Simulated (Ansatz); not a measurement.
Crystal: Ni.

```xyz
1
Lattice="-1.3837 1.3837 1.3837 1.3837 -1.3837 1.3837 1.3837 1.3837 -1.3837" Properties=species:S:1:pos:R:3 pbc="T T T"
Ni    0.0000    0.0000    0.0000
```

This isn't the form of Ni at room conditions, which is fcc.

Alike in all runs: program Ansatz 0.2.0; functional PBE; potentials or basis Ansatz PAW; cutoff 420 eV (not typed: the program's choice for these potentials); k mesh 13 × 13 × 13; occupations fermi-dirac, width 0.05 eV.

Starts and where they ended:

```csv
start,free energy over the lowest (meV/atom),net moment (μB),site or absolute moments (μB),gap
"collinear spin, ferromagnetic start of up to 1 μB",0.0,0.59,Ni +0.62,none (metal or under the smearing width)
"collinear spin, random start of up to 0.83 μB",0.0,0.59,Ni +0.62,none (metal or under the smearing width)
no spin polarisation,12.0,-,-,none (metal or under the smearing width)
```

Allowing spin polarisation gains 12 meV/atom. A still lower state may exist.
